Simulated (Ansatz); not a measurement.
# AlAs: the cost of one run

Method: DFT PBE+D3(BJ), scalar-relativistic, plane waves, PAW, in Ansatz 0.2.0.

2 further runs of the same task are left out: 1 that didn't finish, 1 set aside as unsound or not needed.

### Step 1. The system as given

Symmetry: F-43m, No. 216, cubic system. The conventional cell has a = 5.664 Å, b = 5.664 Å, c = 5.664 Å, α = 90.00°, β = 90.00°, γ = 90.00°. Al (site symmetry -43m) has 4 As at 2.45 Å in its first shell of neighbours. As (site symmetry -43m) is surrounded by 4 Al at 2.45 Å.

Coordinates:

```xyz
2
Lattice="0.0000 2.8321 2.8321 2.8321 0.0000 2.8321 2.8321 2.8321 0.0000" Properties=species:S:1:pos:R:3 pbc="T T T"
Al    0.0000    0.0000    0.0000
As    4.2481    4.2481    4.2481
```

This cell was relaxed beforehand with the same method: volume 22.72 Å³/atom, gap on the mesh 1.45 eV.

### Step 2. Cutting the slab

Miller indices refer to the conventional cell of the relaxed bulk, F-43m (No. 216): a = 5.664 Å, b = 5.664 Å, c = 5.664 Å, α = 90.00°, β = 90.00°, γ = 90.00°.

A (111) slab, 7.4 Å thick as cut, with 17 Å of vacuum, in a 2×2 surface cell; its outer planes are Al (top) and As (bottom).

The slab as cut. Its planes from the bottom up:

```csv
plane,atoms per cell,height over the lowest (Å)
1,As4,0.00
2,Al4,0.82
3,As4,3.27
4,Al4,4.09
5,As4,6.54
6,Al4,7.36
```

### Step 3. Relaxing the clean slab

File input.yaml:

```yaml
crystal:
  lattice:
    - [8.0103882437, 0.0, 0.0]
    - [-4.0051941218, 6.9371997132, 0.0]
    - [0.0, 0.0, 24.3580114395]
  atoms:
    - { symbol: As, position: [0.5, 0.0, 0.348961163] }
    - { symbol: As, position: [0.5, 0.5, 0.348961163] }
    - { symbol: As, position: [0.0, 0.0, 0.348961163] }
    - { symbol: As, position: [0.0, 0.5, 0.348961163] }
    - { symbol: Al, position: [0.1666666667, 0.8333333333, 0.382525349] }
    - { symbol: Al, position: [0.1666666667, 0.3333333333, 0.382525349] }
    - { symbol: Al, position: [0.6666666667, 0.8333333333, 0.382525349] }
    - { symbol: Al, position: [0.6666666667, 0.3333333333, 0.382525349] }
    - { symbol: As, position: [0.6666666667, 0.8333333333, 0.483217907] }
    - { symbol: As, position: [0.6666666667, 0.3333333333, 0.483217907] }
    - { symbol: As, position: [0.1666666667, 0.8333333333, 0.483217907] }
    - { symbol: As, position: [0.1666666667, 0.3333333333, 0.483217907] }
    - { symbol: Al, position: [0.3333333333, 0.6666666667, 0.516782093] }
    - { symbol: Al, position: [0.3333333333, 0.1666666667, 0.516782093] }
    - { symbol: Al, position: [0.8333333333, 0.6666666667, 0.516782093] }
    - { symbol: Al, position: [0.8333333333, 0.1666666667, 0.516782093] }
    - { symbol: As, position: [0.8333333333, 0.6666666667, 0.617474651] }
    - { symbol: As, position: [0.8333333333, 0.1666666667, 0.617474651] }
    - { symbol: As, position: [0.3333333333, 0.6666666667, 0.617474651] }
    - { symbol: As, position: [0.3333333333, 0.1666666667, 0.617474651] }
    - { symbol: Al, position: [0.5, 0.5, 0.651038837] }
    - { symbol: Al, position: [0.5, 0.0, 0.651038837] }
    - { symbol: Al, position: [0.0, 0.5, 0.651038837] }
    - { symbol: Al, position: [0.0, 0.0, 0.651038837] }
basis:
  ecutwfc: 420
kpoints:
  mp_grid: { grid: [6, 6, 1] }
hamiltonian:
  xc: pbe
  dispersion: d3bj
scf:
  occupations: { method: gaussian, width: 0.05 }
output:
  forces: true
  eigenvalues: true
relax:
  adjacent_minimum: "off"
  f_tol: 0.03
  max_steps: 70
  constraints: [{ sites: [0, 1, 2, 3, 4, 5, 6, 7, 8, 9, 10, 11] }]
efield:
  axis: 3
  dipole_correction: true
  ramp_width: 0.04
```

Started as:

```bash
$ ansatz run input.yaml --threads 4 --pin off --max-ram 10240MiB --backend cpu --events-out ev --progress --plain --runs-dir out
```

**Question.** How long does this run take on 4 threads of Arm Neoverse V2, shared host, and how much memory does it need?

About 2.3 min, with a peak of 3.7 GiB.
